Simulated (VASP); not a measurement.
The system is Sb.

```
Sb
1.0
     3.12240    0.00000    0.00000
     0.00000    4.34752    0.00000
    -0.03891    0.00000    4.40585
Sb
2
Direct
  0.98861 0.75000 0.75883
  0.01139 0.25000 0.24117
```

This isn't the form of Sb at room conditions, which is rhombohedral.

| Quantity | Value |
| --- | --- |
| Program | VASP 6.6.1 |
| Task | relaxation of cell and atoms |
| Functional | RPBE |
| Potentials or basis | VASP PAW PBE potentials, release 64 (Sb) |
| Cutoff | 600 eV |
| k mesh | 14 × 10 × 10 |
| Occupations | gaussian, width 0.1 eV |
| Spin | no spin polarisation |

At the start: pressure 1.6 GPa; volume 29.90 Å³/atom.

How do energy, volume and symmetry change on relaxing?

Over 25 steps the energy falls by 7.4 meV/atom and the volume is 30.73 Å³/atom (+2.8 %); space group Pm-3m (No. 221, to 0.05 Å).

The path:
| step | energy change (eV) | largest force (eV/Å) | pressure (GPa) | volume (Å³) |
| --- | --- | --- | --- | --- |
| 1 | 0.0000 | 0.1212 | 1.63 | 59.81 |
| 2 | -0.0089 | 0.0546 | -0.72 | 62.48 |
| 3 | -0.0107 | 0.0698 | -0.07 | 61.67 |
| 4 | -0.0113 | 0.0684 | -0.04 | 61.61 |
| 5 | -0.0124 | 0.0591 | 0.08 | 61.42 |
| 6 | -0.0125 | 0.0533 | 0.13 | 61.34 |
| 7 | -0.0127 | 0.0501 | 0.13 | 61.34 |
| 8 | -0.0134 | 0.0402 | 0.11 | 61.34 |
| 9 | -0.0140 | 0.0211 | 0.09 | 61.34 |
| 10 | -0.0141 | 0.0185 | 0.09 | 61.34 |
| 11 | -0.0142 | 0.0186 | 0.04 | 61.40 |
| 12 | -0.0144 | 0.0190 | -0.09 | 61.56 |
| 13 | -0.0145 | 0.0186 | -0.05 | 61.51 |
| 14 | -0.0146 | 0.0180 | 0.00 | 61.45 |
| 15 | -0.0145 | 0.0170 | 0.11 | 61.32 |
| 16 | -0.0146 | 0.0176 | 0.04 | 61.41 |
| 17 | -0.0146 | 0.0167 | 0.01 | 61.45 |
| 18 | -0.0146 | 0.0154 | -0.04 | 61.50 |
| 19 | -0.0146 | 0.0143 | -0.04 | 61.50 |
| 20 | -0.0147 | 0.0112 | -0.03 | 61.49 |
| 21 | -0.0148 | 0.0064 | -0.02 | 61.48 |
| 22 | -0.0148 | 0.0061 | -0.01 | 61.47 |
| 23 | -0.0148 | 0.0056 | 0.02 | 61.43 |
| 24 | -0.0148 | 0.0055 | 0.03 | 61.42 |
| 25 | -0.0148 | 0.0045 | -0.01 | 61.46 |

Final structure:
```
CELL_PARAMETERS angstrom
3.13320 0.00000 0.01254
0.00000 4.42891 0.00000
-0.02116 0.00000 4.42926
ATOMIC_POSITIONS crystal
Sb 0.99947 0.75000 0.74961
Sb 0.00053 0.25000 0.25039
```

Caveat: the PAW data sets were made with another functional, which shifts forces and pressure a little.
